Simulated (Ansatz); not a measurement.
# CdSe (Cadmoselite): a many-body input that goes wrong, and its mend

What is wrong with this input for CdSe (Cadmoselite)?

Calculated with Ansatz 0.2.0; G0W0 on PBE, plane waves, PAW.

The database entry behind the starting cell differs from later determinations by our own check (inner coordinate of an old entry), so it need not match the best structure at ambient conditions.

### Step 1. Starting point

Symmetry: P6_3mc, No. 186, hexagonal system. Conventional cell: a = 4.300 Å, b = 4.300 Å, c = 7.020 Å, α = 90.00°, β = 90.00°, γ = 120.00°. Nearest to Cd lie 4 Se at 2.61 to 2.70 Å. Nearest to Se lie 4 Cd at 2.61 to 2.70 Å. Farther neighbours and most contacts between anions are not listed.

The cell and positions come from the Crystallography Open Database and are kept as given unless a step says otherwise. The default PAW set here is soft_2. Its files were made with PBE.

### Step 2. First try

input.yaml

```yaml
crystal:
  lattice:
    - [4.3, 0.0, 0.0]
    - [-2.15, 3.7239092363, 0.0]
    - [0.0, 0.0, 7.02]
  atoms:
    - { symbol: Cd, position: [0.3333333333, 0.6666666667, 0.0] }
    - { symbol: Cd, position: [0.6666666667, 0.3333333333, 0.5] }
    - { symbol: Se, position: [0.3333333333, 0.6666666667, 0.385] }
    - { symbol: Se, position: [0.6666666667, 0.3333333333, 0.885] }
kpoints:
  mp_grid: { grid: [1, 1, 1] }
hamiltonian:
  xc: pbe
scf:
  occupations: { method: fixed }
gw:
  n_empty_bands: 182
  ecut_chi: 80
  qp_bands: [v2, c2]
  qp_kpoints: band_edges
  screening: { model: contour_deformation }
```

On the command line:

```bash
> ansatz run input.yaml --threads 3 --pin off --max-ram 92160MiB --backend cuda --events-out ev --progress --plain --runs-dir out --devices 1 --max-vram 13GiB
```

Numbers of over 12 decimals in the logs are rounded to 6 here.

Output:

```text
GPUs: using 1 of 1 available (devices: 1).
Engine: ansatz 0.2.0, x86_64-unknown-linux-gnu
Pseudopotentials: kind: paw
Pseudopotential: Cd, paw, valence charge 20, recommended cutoff 420 eV (normal), Cd.paw.azcp
Pseudopotential: Se, paw, valence charge 16, recommended cutoff 420 eV (normal), Se.paw.azcp
Functional definition: PBE
  parameter kappa = 0.804
  parameter beta = 0.066725
  exchange = pbe_x(kappa = kappa, mu = beta*pi^2/3)
  correlation = pbe_c(beta = beta)
device memory: the entry about to start is reckoned to put 0.7 GiB on a device that reports 37.7 GiB free (of which the cap on the GPU budget leaves the run 13.0 GiB)
GPU FFT provider: cuFFT
GPU libraries: cuBLAS 13.8.2, cuFFT 12.4.0, cuSOLVER 12.3.4
Crystal: 4 atoms, lattice volume = 112.410 Å³
Basis set: ecut = 420 eV, 2189 PW (Γ)
Bands: 44, of which v1, the nominal top of the filled ones, is band 36 counted from 1 (35 counted from 0)
Symmetry: 12 space group operations
Space group: P63mc (ITA 186), of the structure as read, at distance tolerance 4.8e-5 Å
k-points: 1
Non-local potential: Cd, projectors of the file, l = 0: 3, l = 1: 2, l = 2: 2, l = 3: 1
Non-local potential: Se, projectors of the file, l = 0: 2, l = 1: 2, l = 2: 3, l = 3: 1
PAW form: soft (Blöchl's): semilocal exchange-correlation on the pseudo side does not see the compensation charge
PAW one-centre angular grid: Cd, 590 points (default); XC on 64 Gauss nodes
PAW one-centre angular grid: Se, 590 points (default); XC on 64 Gauss nodes
Initial density: superposition of atomic densities (neutral atoms: chi_scale 0, normalization atom), corrected by the library's trained network
Initial wavefunctions: pseudopotential atomic-orbital guess
GPU buffer pool allocated for 43200 grid points (all kernels)
GPU transforms: local potential and band sums: pruned to the plane-wave sphere, on 30×30×45
Functional: x = pbe(κ = 0.804, μ = 0.219515), c = pbe(β = 0.066725)
SCF iter   1: F=—  HF=-27437.911850 eV  |F-HF|=—  |Δ(HF+E_count)|=         —  Δρ=3.72e-2  dr2=2.57e0  ethr=1.77e-3  ⟨swp⟩=4.0  Hψ=134  notcnv=0  defer=6
preconditioner: auto → Resta (q_TF=auto, 2.533 Å⁻¹)  ε∞=4.5  [insulator: Δε(μ)=0.690 eV  Ē_g=11.274 eV  n_scr=34 (ndim 8)  ℏωp=21.0 eV  f_vac=0.201  ε∞_Penn≈4.5]
SCF iter   2: F=—  HF=-27437.237942 eV  |F-HF|=—  |Δ(HF+E_count)|=   6.74e-1  Δρ=1.90e-2  dr2=6.66e-1  ethr=1.77e-3  ⟨swp⟩=2.0  Hψ=59  notcnv=0  defer=6
SCF iter   3: F=—  HF=-27437.079871 eV  |F-HF|=—  |Δ(HF+E_count)|=   1.58e-1  Δρ=5.18e-3  dr2=4.34e-2  ethr=9.24e-4  ⟨swp⟩=2.0  Hψ=70  notcnv=0  defer=6
SCF iter   4: F=—  HF=-27437.078555 eV  |F-HF|=—  |Δ(HF+E_count)|=   1.32e-3  Δρ=2.90e-3  dr2=7.75e-3  ethr=6.03e-5  ⟨swp⟩=2.0  Hψ=82  notcnv=0  defer=6
SCF iter   5: F=—  HF=-27437.084344 eV  |F-HF|=—  |Δ(HF+E_count)|=   5.79e-3  Δρ=2.68e-3  dr2=8.34e-3  ethr=1.08e-5  ⟨swp⟩=2.0  Hψ=61  notcnv=0  defer=6
SCF iter   6: F=—  HF=-27437.083957 eV  |F-HF|=—  |Δ(HF+E_count)|=   3.87e-4  Δρ=4.47e-4  dr2=2.62e-4  ethr=1.08e-5  ⟨swp⟩=2.0  Hψ=60  notcnv=0  defer=6
SCF iter   7: F=—  HF=-27437.084290 eV  |F-HF|=—  |Δ(HF+E_count)|=   3.34e-4  Δρ=1.54e-4  dr2=2.84e-5  ethr=3.64e-7  ⟨swp⟩=2.0  Hψ=61  notcnv=0  defer=6
SCF iter   8: F=—  HF=-27437.084305 eV  |F-HF|=—  |Δ(HF+E_count)|=   1.46e-5  Δρ=5.74e-5  dr2=3.06e-6  ethr=3.94e-8  ⟨swp⟩=2.0  Hψ=59  notcnv=0  defer=3
SCF iter   9: F=—  HF=-27437.084309 eV  |F-HF|=—  |Δ(HF+E_count)|=   3.60e-6  Δρ=1.66e-5  dr2=3.95e-7  ethr=4.24e-9  ⟨swp⟩=2.0  Hψ=73  notcnv=0  defer=3
SCF iter  10: F=-27437.084309 eV  HF=-27437.084309 eV  |F-HF|=4.04e-8  |Δ(HF+E_count)|=   7.37e-7  Δρ=3.50e-6  dr2=2.19e-8  ethr=1.39e-10  ⟨swp⟩=10.0  Hψ=176  notcnv=0
SCF 1 converged in 10 iterations: F = -27437.084309 eV  dr2 = 2.19e-8
[...]
device memory: the entry about to start is reckoned to put 0.9 GiB on a device that reports 37.2 GiB free (of which the cap on the GPU budget leaves the run 13.0 GiB)
NSCF: frozen V_eff on 1 k-points
[...]
device memory: the entry about to start is reckoned to put 1.4 GiB on a device that reports 37.1 GiB free (of which the cap on the GPU budget leaves the run 13.0 GiB)
NSCF: frozen V_eff on 1 k-points
G₀W₀ screening: q 1/1
G₀W₀ self-energy: k 1/1
device memory: the entry about to start is reckoned to put 0.6 GiB on a device that reports 33.7 GiB free (of which the cap on the GPU budget leaves the run 13.0 GiB)
NSCF: frozen V_eff on 1 k-points
device memory: the entry about to start is reckoned to put 0.6 GiB on a device that reports 33.5 GiB free (of which the cap on the GPU budget leaves the run 13.0 GiB)
NSCF: frozen V_eff on 1 k-points
device memory: the entry about to start is reckoned to put 0.6 GiB on a device that reports 33.4 GiB free (of which the cap on the GPU budget leaves the run 13.0 GiB)
NSCF: frozen V_eff on 1 k-points
device memory: the entry about to start is reckoned to put 0.6 GiB on a device that reports 33.2 GiB free (of which the cap on the GPU budget leaves the run 13.0 GiB)
NSCF: frozen V_eff on 1 k-points
device memory: the entry about to start is reckoned to put 0.6 GiB on a device that reports 33.1 GiB free (of which the cap on the GPU budget leaves the run 13.0 GiB)
NSCF: frozen V_eff on 1 k-points
SCF converged after 10 iterations
Free energy (F): -27437.084309 eV
Harris-Foulkes:  -27437.084309 eV  (|F-HF|=4.04e-8)
Internal energy: -27437.084309 eV  (E = F + TS)
E sigma→0 (E₀):  -27437.084309 eV
Fermi energy:    8.417661 eV
--- Per-component energies (eV) ---
  E_band       = -1718.988196
  E_kinetic    = 1271.037579
  E_local      = -12831.648310  (includes V_loc(G=0)·N_el)
  E_nonlocal   = -1122.752464
  E_hartree    = 6126.679360
  E_xc         = -564.884930
  E_vxc        = -643.551621  (∫ρ·V_xc dr)
  E_paw        = -11992.511622  (= ΣΔE_a)
  E_vpaw       = -645.430411  (= ΣTr[D̂ρ^β])
  E_aug_tail   = -0.001152  (compensation charges beyond the density's cutoff)
  E_ewald      = -8323.002769
  E_smearing   = -0.000000  (= −TS)
  E_closure    = -0.000000  (closes the sum)
  Σ components = -27437.084309   (vs F -27437.084309, Δ=0.00e0)
--- Band table (eV) ---
  k-point 0: bands = [... 32 lower, 7.6127, 8.3505, 8.4177, 8.4177, 8.5460, 9.8389, 13.5669, 13.5669, ... 4 higher]
--- G₀W₀: contour deformation, 9 samples at zero and on the imaginary axis and 1 off it, 1 q-point, 182 empty bands' worth ---
  eigenvalues of the whole cell's RPA ε∞ on this k-mesh (on a slab, of 1 + 4πα/V) = 10444.7265, 25642.7512, 25642.7512; static W/v taken at q = 0 is 0.000031
  bands read: the sum over 218 bands ends inside a degenerate multiplet in 1 slot, whose members it reads at an even weight; the widest, k=0: bands 218 to 219 (counted from 1) at 1/2 each
  gw.qp_kpoints: band_edges: 1 of 1 stored k-point solved, in 1 pass; an edge of the gap read off the rows below is read off those points alone
    ik  band        ε_KS         Σx   Σc(E_QP)       V_xc       Z   E_QP_lin       E_QP  E_QP is
     0    35      8.4177   -21.6602     4.1047   -17.0800  0.7847     7.9550     7.9421  root
     0    36      8.4177   -21.6602     4.1047   -17.0800  0.7847     7.9550     7.9421  root
     0    37      8.5460    -7.8148    -5.1546   -12.9641  0.7481     8.5407     8.5406  root
     0    38      9.8389    -6.5006    -5.7083   -12.2248  0.8247     9.8548     9.8547  root
```

The job ended after 13 s (1 × NVIDIA H100 80GB HBM3 (shared by 6 runs) with 3 threads of AMD EPYC 7R13 (Zen 3), shared host; peak memory 1.1 GiB; 5.6 s of CPU time).

Q: What is the fault?

The run ended normally, though the input holds a fault or crude settings.

The fault: G0W0 on a mesh far too coarse. So few points can't sample the density or the screening, and the band edges may lie elsewhere in the zone.

It printed a gap of 0.60 eV, which is an artefact of the settings.

### Step 3. A better input

Now the one-shot GW correction: screening in the RPA, then the self-energy of the levels asked for.

Changes to input.yaml since step 2:

```diff
@@ -11,3 +11,3 @@
 kpoints:
-  mp_grid: { grid: [1, 1, 1] }
+  mp_grid: { grid: [6, 6, 2] }
 hamiltonian:
@@ -17,4 +17,4 @@
 gw:
-  n_empty_bands: 182
-  ecut_chi: 80
+  n_empty_bands: 335
+  ecut_chi: 120
   qp_bands: [v2, c2]
```

Output:

```text
GPUs: using 1 of 1 available (devices: 1).
[...]
GPU FFT provider: cuFFT
GPU libraries: cuBLAS 13.8.2, cuFFT 12.4.0, cuSOLVER 12.3.4
Crystal: 4 atoms, lattice volume = 112.410 Å³
Basis set: ecut = 420 eV, 2189 PW (Γ)
Bands: 44, of which v1, the nominal top of the filled ones, is band 36 counted from 1 (35 counted from 0)
[... 1 set-up line as in the run before ...]
[...]
k-points: 14 of 72
[...]
GPU buffer pool allocated for 43200 grid points (all kernels)
[...]
SCF iter   1: F=—  HF=-27449.505202 eV  |F-HF|=—  |Δ(HF+E_count)|=         —  Δρ=8.78e-4  dr2=1.66e-3  ethr=1.77e-3  ⟨swp⟩=4.9  Hψ=1878  notcnv=0  defer=82
[...]
SCF iter   6: F=-27449.506470 eV  HF=-27449.506470 eV  |F-HF|=1.82e-7  |Δ(HF+E_count)|=   1.38e-6  Δρ=9.83e-6  dr2=9.75e-8  ethr=1.39e-10  ⟨swp⟩=7.7  Hψ=2610  notcnv=0
SCF 1 converged in 6 iterations: F = -27449.506470 eV  dr2 = 9.75e-8
[...]
0    35      7.4769   -19.8757     1.8585   -17.4748  0.7250     6.9005     6.9345  root
     0    36      7.4769   -19.8757     1.8585   -17.4748  0.7250     6.9005     6.9345  root
     0    37      8.1800    -9.3881    -3.3915   -12.8669  0.7565     8.2677     8.2673  root
     0    38      9.5997    -8.5231    -3.7992   -12.4852  0.7533     9.7643     9.7626  root
     1    35      7.1043   -19.4148     2.0140   -16.8215  0.7222     6.4821     6.5250  root
     1    36      7.1043   -19.4148     2.0140   -16.8215  0.7222     6.4821     6.5250  root
     1    37      9.8167    -9.1606    -3.7368   -13.0571  0.7489     9.9780     9.9763  root
     1    38      9.8167    -9.1606    -3.7368   -13.0571  0.7489     9.9780     9.9763  root
[...]
13    35      6.4237   -18.2252     2.2674   -15.3318  0.7120     5.7385     5.7977  root
    13    36      6.4237   -18.2252     2.2674   -15.3318  0.7120     5.7385     5.7977  root
    13    37     11.2799    -8.1039    -4.1492   -12.4559  0.7417    11.4858    11.4827  root
    13    38     11.2799    -8.1039    -4.1492   -12.4559  0.7417    11.4858    11.4827  root
[key lines of the parts left out:]
SCF converged after 6 iterations
Free energy (F): -27449.506470 eV
Fermi energy:    7.476923 eV
```

Wall time 40 s (1 × NVIDIA H100 80GB HBM3 (shared by 6 runs) with 3 threads); peak memory 1.6 GiB.

Numbers from this step:

| Item | Value |
| --- | --- |
| bands summed | 371 |
| RPA ε∞ on this mesh (eigenvalues) | 15.58, 15.58, 15.85 |
| plane waves in the screening matrix | 325 |
| q-points in the mesh | 72 |
| G0W0 gap on the mesh | 1.333 eV |
| k of the valence top | 0, 0, 0 |
| k of the conduction bottom | 0, 0, 0 |
| starting gap on the mesh | 0.7031 eV |
| Z at the valence top | 0.7250 |
| Z at the conduction bottom | 0.7565 |
| least direct G0W0 gap on the computed points | 1.333 eV |

The gap on the mesh goes from 0.70 eV to 1.33 eV, a correction of +0.63 eV. Between the two edge states, bare exchange in place of the xc potential would open the gap by 5.88 eV, and correlation takes back 5.25 eV.

### Step 4. Outcome

```json
{
  "first try": "converged after 13 s",
  "better run": "G0W0 gap on the mesh 1.33 eV (6×6×2 mesh, 335 empty bands, screening to 120 eV)"
}
```

The second run differs in: mesh, empty bands and screening cutoff (eV). Bands and cutoff are finite, so the gap is not at the basis limit. The miss can reach some tenths of an eV and take either sign; the mesh is an error of its own. The 6×6×2 mesh is coarse for this cell (its supercell is 14 Å along the shortest edge). The RPA ε∞ on it, from the PBE start, is 15.58 and 15.85; such meshes misread the long-range screening, most where the gap is narrow. The many-body steps are scalar-relativistic: spin-orbit coupling is not in them.

[Paths, hosts, dates, memory and timing lines, banners, echoed tables and standing remarks are left out of the program output.]

[Logs are printed without paths, hosts, clocks, repeated set-up lines and the standing remarks that a program may print on its own settings, such as how far it seeks lower states.]

[Runs of the session that timed out or met a known fault of the program may be left out.]

[Cells called generated may have been cut or substituted from an entry of the Crystallography Open Database or the Materials Project.]

[Hosts, paths, dates, database ids (printed as entryN), source tags and the programs' standing remarks are cut or masked in the printed files.]
